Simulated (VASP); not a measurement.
Calculation: SCAN meta-GGA, VASP's PBE PAW potentials (set 64) (plane waves; VASP).

VASP ran on this input.

**INCAR**
```
# general
SYSTEM  = CaF2
PREC    = Accurate
ENCUT   = 520
LREAL   = .FALSE.
LASPH   = .TRUE.

# electronic loop
EDIFF   = 1E-6
NELM    = 100
ALGO    = Normal
LMIXTAU = .TRUE.

# smearing
ISMEAR  = 0
SIGMA   = 0.05

# functional
METAGGA = SCAN

# ions
IBRION  = 2
NSW     = 60
ISIF    = 3
EDIFFG  = -0.02

# output
LWAVE   = .FALSE.
LCHARG  = .FALSE.
```

File KPOINTS:
```
Automatic mesh
0
Gamma
 6 6 6
```

**POSCAR**
```
CaF2
1.0
  0.0000000000   2.7137071616   2.7137071616
  2.7137071616   0.0000000000   2.7137071616
  2.7137071616   2.7137071616   0.0000000000
Ca F
1 2
Cart
  2.7137071616   5.4274143232   2.7137071616
  1.3568535808   1.3568535808   1.3568535808
  4.0705607424   4.0705607424   4.0705607424
```

POTCAR, in this order: Ca_sv F (PBE.64 set). Program: vasp_std.

Output

File OSZICAR:
```
       N       E                     dE             d eps       ncg     rms          rms(c)
DAV:   1     0.211690669898E+03    0.21169E+03   -0.14274E+04   512   0.157E+03
DAV:   2    -0.266470366721E+02   -0.23834E+03   -0.23544E+03   664   0.406E+02
DAV:   3    -0.364997576287E+02   -0.98527E+01   -0.98468E+01   536   0.924E+01
DAV:   4    -0.369074779429E+02   -0.40772E+00   -0.40756E+00   912   0.142E+01
DAV:   5    -0.369099703260E+02   -0.24924E-02   -0.24924E-02   528   0.122E+00    0.716E+00
DAV:   6    -0.299895720528E+02    0.69204E+01   -0.34789E+00   688   0.186E+01    0.314E+00
DAV:   7    -0.299739497321E+02    0.15622E-01   -0.30215E+00   512   0.174E+01    0.270E+00
DAV:   8    -0.294049738113E+02    0.56898E+00   -0.33955E-01   520   0.682E+00    0.168E+00
DAV:   9    -0.288284216305E+02    0.57655E+00   -0.78455E-01   584   0.722E+00    0.153E+00
DAV:  10    -0.294005182686E+02   -0.57210E+00   -0.72882E-01   584   0.783E+00    0.354E-01
DAV:  11    -0.292528004266E+02    0.14772E+00   -0.21999E-02   600   0.185E+00    0.292E-01
DAV:  12    -0.293080939838E+02   -0.55294E-01   -0.32494E-02   512   0.232E+00    0.468E-02
DAV:  13    -0.293429955372E+02   -0.34902E-01   -0.13866E-02   512   0.142E+00    0.635E-02
DAV:  14    -0.293406590490E+02    0.23365E-02   -0.12800E-03   528   0.494E-01    0.437E-02
DAV:  15    -0.293428606879E+02   -0.22016E-02   -0.93690E-04   512   0.418E-01    0.177E-02
DAV:  16    -0.293430342267E+02   -0.17354E-03   -0.47295E-05   712   0.819E-02    0.196E-02
DAV:  17    -0.293430400599E+02   -0.58332E-05   -0.76296E-05   512   0.115E-01    0.754E-03
DAV:  18    -0.293429997371E+02    0.40323E-04   -0.14635E-05   544   0.444E-02    0.660E-03
DAV:  19    -0.293430106116E+02   -0.10874E-04   -0.25025E-06   456   0.214E-02    0.472E-03
DAV:  20    -0.293430159612E+02   -0.53496E-05   -0.74489E-07   416   0.124E-02    0.364E-03
DAV:  21    -0.293430203122E+02   -0.43510E-05   -0.57545E-07   400   0.844E-03    0.144E-03
DAV:  22    -0.293430198973E+02    0.41489E-06   -0.62087E-08   280   0.278E-03
   1 F= -.29343020E+02 E0= -.29343020E+02  d E =-.293430E+02
       N       E                     dE             d eps       ncg     rms          rms(c)
DAV:   1    -0.293653144665E+02   -0.22294E-01   -0.53836E-01   552   0.790E+00    0.111E+00
DAV:   2    -0.293441728446E+02    0.21142E-01   -0.88423E-02   520   0.259E+00    0.291E-01
DAV:   3    -0.293422779139E+02    0.18949E-02   -0.41464E-03   688   0.807E-01    0.119E-01
DAV:   4    -0.293394576599E+02    0.28203E-02   -0.43431E-03   592   0.844E-01    0.316E-02
DAV:   5    -0.293430269534E+02   -0.35693E-02   -0.11574E-03   512   0.470E-01    0.263E-02
DAV:   6    -0.293429422492E+02    0.84704E-04   -0.48030E-05   632   0.782E-02    0.181E-02
DAV:   7    -0.293428544191E+02    0.87830E-04   -0.55407E-05   728   0.811E-02    0.731E-03
DAV:   8    -0.293429452436E+02   -0.90824E-04   -0.46827E-05   552   0.852E-02    0.162E-03
DAV:   9    -0.293429455388E+02   -0.29519E-06   -0.18089E-06   528   0.148E-02
   2 F= -.29342946E+02 E0= -.29342946E+02  d E =0.743585E-04
```

**OUTCAR**
```
------------------------ aborting loop because EDIFF is reached ----------------------------------------
  FORCE on cell =-STRESS in cart. coord.  units (eV):
  Direction    XX          YY          ZZ          XY          YZ          ZX
  --------------------------------------------------------------------------------------
  Total       -0.0396109     -0.0396109     -0.0396109     -0.0000000      0.0000000      0.0000000
  in kB       -1.5719255     -1.5719255     -1.5719255     -0.0000000      0.0000000      0.0000000
  external PRESSURE =      -1.5719255 kB  Pullay stress =       0.0000000 kB
  volume of cell :       40.37
      direct lattice vectors                 reciprocal lattice vectors
     0.000000000  2.722834358  2.722834358    -0.183632177  0.183632177  0.183632177
     2.722834358  0.000000000  2.722834358     0.183632177 -0.183632177  0.183632177
     2.722834358  2.722834358 -0.000000000     0.183632177  0.183632177 -0.183632177
 POSITION                                       TOTAL-FORCE (eV/Angst)
 -----------------------------------------------------------------------------------
      5.44567      2.72283      2.72283         0.000000     -0.000000     -0.000000
      1.36142      1.36142      1.36142        -0.000000     -0.000000      0.000000
      4.08425      4.08425      4.08425         0.000000      0.000000      0.000000
 -----------------------------------------------------------------------------------
    total drift:                                0.000000     -0.000000      0.000000
  FREE ENERGIE OF THE ION-ELECTRON SYSTEM (eV)
  ---------------------------------------------------
  free  energy   TOTEN  =       -29.3429455388 eV

  energy  without entropy=      -29.3429455388  energy(sigma->0) =      -29.34294554

 reached required accuracy - stopping structural energy minimisation
```
(Selected blocks of OUTCAR.)

File CONTCAR:
```
CaF2
   1.00000000000000
     0.0000000000000000    2.7228343575760570    2.7228343575760570
     2.7228343575760570    0.0000000000000000    2.7228343575760570
     2.7228343575760570    2.7228343575760570   -0.0000000000000000
  Ca              F
     1     2
Direct
     0.0000000000000000    1.0000000000000000    1.0000000000000000
     0.2500000000000000    0.2500000000000000    0.2500000000000000
     0.7500000000000000    0.7500000000000000    0.7500000000000000
```

### OUTCAR
```
 val. band max:       -1.5179340671   @ k =   0.5000   0.5000   0.0000

 cond. band min:       6.4160544576   @ k =   0.0000   0.0000   0.0000


 Fermi energy:        -1.2979281994

 k-point     1 :       0.0000    0.0000    0.0000
  band No.  band energies     occupation
      1     -38.8218      2.00000
      2     -22.6869      2.00000
      3     -21.9326      2.00000
      4     -18.8509      2.00000
      5     -18.8508      2.00000
      6     -18.8508      2.00000
      7      -3.6409      2.00000
      8      -3.6408      2.00000
      9      -3.6408      2.00000
     10      -1.7777      2.00000
     11      -1.7776      2.00000
     12      -1.7776      2.00000
     13       6.4161      0.00000
     14       8.5095      0.00000
     15       8.5095      0.00000
     16      10.7092      0.00000

 k-point     2 :       0.1667    0.0000    0.0000
  band No.  band energies     occupation
      1     -38.8130      2.00000
      2     -22.7310      2.00000
      3     -22.0007      2.00000
      4     -18.8617      2.00000
      5     -18.8616      2.00000
      6     -18.7561      2.00000
      7      -3.5182      2.00000
      8      -3.5181      2.00000
      9      -3.4241      2.00000
     10      -2.0703      2.00000
     11      -1.9001      2.00000
     12      -1.9000      2.00000
     13       7.0828      0.00000
     14       8.5584      0.00000
     15       8.5584      0.00000
     16      10.4638      0.00000

 k-point     3 :       0.3333    0.0000    0.0000
  band No.  band energies     occupation
      1     -38.7954      2.00000
      2     -22.7627      2.00000
      3     -22.2021      2.00000
      4     -18.8831      2.00000
      5     -18.8830      2.00000
      6     -18.5518      2.00000
      7      -3.2309      2.00000
      8      -3.2308      2.00000
      9      -3.0057      2.00000
     10      -2.5561      2.00000
     11      -2.1764      2.00000
     12      -2.1763      2.00000
     13       8.3190      0.00000
...
```

The compound is CaF2 in the fluorite structure. This run relaxes it. Symmetry was kept, so distortions that lower it aren't found.
